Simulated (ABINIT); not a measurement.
# CdS (Fm-3m) in ABINIT: single point with PBE

Aim: the single point of CdS with PBE.

All numbers are computed with ABINIT 10.8.3 (patched build); they aren't measurements. Logs are shortened: lines on timing, memory, paths and dates and some standing lists are left out, and cuts for length are marked. The log counts tension as positive stress, the text compression.

## Step 1: Starting point

It takes space group Fm-3m (No. 225, cubic). Conventional cell: a = 5.506 Å, b = 5.506 Å, c = 5.506 Å, α = 90.00°, β = 90.00°, γ = 90.00°. Around Cd (site symmetry m-3m) lie 6 S at 2.75 Å. S (site symmetry m-3m) is surrounded by 6 Cd at 2.75 Å.

Measurements of this composition are mostly on another form, of space group No. 186.

## Step 2: Single point, PBE

The input, run.abi:

```
# Pseudopotentials
pp_dirpath "./"
pseudos "Cd.upf, S.upf"

# Structure
acell 7.3579793784 7.3579793784 7.3579793784
rprim
     0.0000000000     0.7071067812     0.7071067812
     0.7071067812     0.0000000000     0.7071067812
     0.7071067812     0.7071067812     0.0000000000
ntypat 2
znucl 48 16
natom 2
typat 1 2
xred
     0.0000000000     0.0000000000     0.0000000000
     0.5000000000     0.5000000000     0.5000000000

# Plane-wave basis
ecut 46.0

# k points
kptopt 1
ngkpt 6 6 6
nshiftk 1
shiftk 0.0 0.0 0.0

# Exchange and correlation
ixc 11

# Bands and occupations
nband 17
occopt 3
tsmear 0.00183747

# SCF cycle
nstep 100
tolvrs 1.0e-10

# Output
iomode 3
prtwf 0
prtden 0
prteig 0
prtebands 0
enunit 1
```

Potentials or basis: PseudoDojo NC SR PBE v0.4.1 standard.

On the command line:

```sh
mpirun --bind-to none -np 4 abinit run.abi > log 2>&1
```

run.abo:

```text
.Version 10.8.3 of ABINIT
 Symmetries : space group Fm -3 m (#225); Bravais cF (face-center cubic)
================================================================================
 Values of the parameters that define the memory need of the present run
     intxc =       0    ionmov =       0      iscf =       7    lmnmax =       6
     lnmax =       6     mgfft =      48  mpssoang =       3    mqgrid =    3001
     natom =       2  nloc_mem =       1    nspden =       1   nspinor =       1
    nsppol =       1      nsym =      48    n1xccc =    2501    ntypat =       2
    occopt =       3   xclevel =       2
       mpw =        4216          nfft =      110592          nkpt =          16
================================================================================
================================================================================

--------------------------------------------------------------------------------
------------- Echo of variables that govern the present computation ------------
--------------------------------------------------------------------------------
 -outvars: echo values of preprocessed input variables --------
            acell      7.3579793784E+00  7.3579793784E+00  7.3579793784E+00 Bohr
              amu      1.12411000E+02  3.20660000E+01
             ecut      4.60000000E+01 Hartree
           enunit           1
              ixc          11
         kptrlatt        6    0    0      0    6    0      0    0    6
          kptrlen      4.41478763E+01
            natom           2
            nband          17
            ngfft          48      48      48
             nkpt          16
            nstep         100
             nsym          48
           ntypat           2
           occopt           3
           prtden           0
        prtebands           0
           prteig           0
            prtwf           0
            rprim      0.0000000000E+00  7.0710678120E-01  7.0710678120E-01
                       7.0710678120E-01  0.0000000000E+00  7.0710678120E-01
                       7.0710678120E-01  7.0710678120E-01  0.0000000000E+00
          spgroup         225
           tolvrs      1.00000000E-10
           tsmear      1.83747000E-03 Hartree
            typat      1  2
           xangst      0.0000000000E+00  0.0000000000E+00  0.0000000000E+00
                       2.7532439982E+00  2.7532439982E+00  2.7532439982E+00
            xcart      0.0000000000E+00  0.0000000000E+00  0.0000000000E+00
                       5.2028771144E+00  5.2028771144E+00  5.2028771144E+00
             xred      0.0000000000E+00  0.0000000000E+00  0.0000000000E+00
                       5.0000000000E-01  5.0000000000E-01  5.0000000000E-01
            znucl       48.00000   16.00000

================================================================================

 chkinp: Checking input parameters for consistency.

================================================================================
[... 94 lines left out ...]
 Integrated electronic density in atomic spheres:
 ------------------------------------------------
 Atom  Sphere_radius  Integrated_density
    1        2.00000         17.13152761
    2        2.00000          3.86989106
================================================================================

 ----iterations are completed or convergence reached----

 Mean square residual over all n,k,spin=   13.653E-11; max=  22.215E-09
 reduced coordinates (array xred) for    2 atoms
       0.000000000000      0.000000000000      0.000000000000
       0.500000000000      0.500000000000      0.500000000000
 rms dE/dt=  0.0000E+00; max dE/dt=  0.0000E+00; dE/dt below (all hartree)
    1       0.000000000000      0.000000000000      0.000000000000
    2       0.000000000000      0.000000000000      0.000000000000

 cartesian coordinates (angstrom) at end:
    1      0.00000000000000     0.00000000000000     0.00000000000000
    2      2.75324399819950     2.75324399819950     2.75324399819950

 cartesian forces (hartree/bohr) at end:
    1     -0.00000000000000    -0.00000000000000    -0.00000000000000
    2     -0.00000000000000    -0.00000000000000    -0.00000000000000
 frms,max,avg= 0.0000000E+00 0.0000000E+00   0.000E+00  0.000E+00  0.000E+00 h/b

 cartesian forces (eV/Angstrom) at end:
    1     -0.00000000000000    -0.00000000000000    -0.00000000000000
    2     -0.00000000000000    -0.00000000000000    -0.00000000000000
 frms,max,avg= 0.0000000E+00 0.0000000E+00   0.000E+00  0.000E+00  0.000E+00 e/A
 length scales=  7.357979378400  7.357979378400  7.357979378400 bohr
              =  3.893675002702  3.893675002702  3.893675002702 angstroms
 Fermi (or HOMO) energy (eV) =   6.52461   Average Vxc (eV)= -10.55269
 Eigenvalues (   eV  ) for nkpt=  16  k points:
 kpt#   1, nband= 17, wtk=  0.00463, kpt=  0.0000  0.0000  0.0000 (reduced coord)
 -95.26180  -56.32666  -56.32666  -56.32666   -6.30550   -1.22381   -1.22381   -1.22381
  -1.22243   -1.22243    5.63872    5.63872    5.63872    7.18593   15.52983   15.52983
  15.52983
 prteigrs : prtvol=0 or 1, do not print more k-points.

--- !EnergyTerms
iteration_state     : {dtset: 1, }
comment             : Components of total free energy in Hartree
kinetic             :  6.54195155065670E+01
hartree             :  5.81592348070022E+01
xc                  : -2.74143371441947E+01
Ewald energy        : -1.08619505466604E+02
psp_core            :  2.97054283915021E+00
local_psp           : -1.82638165231922E+02
non_local_psp       :  5.71462610935431E+00
internal            : -1.86408088580647E+02
'-kT*entropy'       : -6.17023459708791E-05
total_energy        : -1.86408150282993E+02
total_energy_eV     : -5.07242417674940E+03
band_energy         : -1.93299734487649E+01
...

 Cartesian components of stress tensor (hartree/bohr^3)
  sigma(1 1)=  3.47568366E-05  sigma(3 2)=  0.00000000E+00
  sigma(2 2)=  3.47568366E-05  sigma(3 1)=  0.00000000E+00
  sigma(3 3)=  3.47568366E-05  sigma(2 1)=  0.00000000E+00

-Cartesian components of stress tensor (GPa)         [Pressure= -1.0226E+00 GPa]
- sigma(1 1)=  1.02258144E+00  sigma(3 2)=  0.00000000E+00
- sigma(2 2)=  1.02258144E+00  sigma(3 1)=  0.00000000E+00
- sigma(3 3)=  1.02258144E+00  sigma(2 1)=  0.00000000E+00

== END DATASET(S) ==============================================================
================================================================================

 -outvars: echo values of variables after computation  --------
            acell      7.3579793784E+00  7.3579793784E+00  7.3579793784E+00 Bohr
           etotal     -1.8640815028E+02
            fcart     -0.0000000000E+00 -0.0000000000E+00 -0.0000000000E+00
                      -0.0000000000E+00 -0.0000000000E+00 -0.0000000000E+00
            rprim      0.0000000000E+00  7.0710678120E-01  7.0710678120E-01
                       7.0710678120E-01  0.0000000000E+00  7.0710678120E-01
                       7.0710678120E-01  7.0710678120E-01  0.0000000000E+00
           strten      3.4756836627E-05  3.4756836627E-05  3.4756836627E-05
                       0.0000000000E+00  0.0000000000E+00  0.0000000000E+00
           xangst      0.0000000000E+00  0.0000000000E+00  0.0000000000E+00
                       2.7532439982E+00  2.7532439982E+00  2.7532439982E+00
             xred      0.0000000000E+00  0.0000000000E+00  0.0000000000E+00
                       5.0000000000E-01  5.0000000000E-01  5.0000000000E-01
 Calculation completed.
```

It took 13 s on 4 MPI ranks of Arm Neoverse V2, shared host; peak memory 0.36 GiB.

What came out:

```yaml
Free_energy: -5072.4242 eV
Band_gap_on_the_k_mesh: 0.26 eV, indirect (least direct gap 1.55 eV)
Valence_electrons_inside_the_program's_atomic_spheres: Cd 17.13; S 3.87
```

Levels at points of the mesh, in eV from the valence-band top:
```
           k point  band 10  band 11  band 12  band 13  band 14  band 15  band 16  band 17
(0.00, 0.00, 0.00)    -7.57    -0.71    -0.71    -0.71     0.84     9.18     9.18     9.18
(0.50, 0.00, 0.00)    -7.38    -4.75     0.00     0.00     3.52     5.90     5.90     6.66
(0.50, 0.50, 0.00)    -6.67    -4.10    -2.06    -2.06     0.26     6.06     9.71    11.11
```

Caveat: the cutoff is too short for stress, so the log's stress isn't used. A k mesh can miss the band edges.
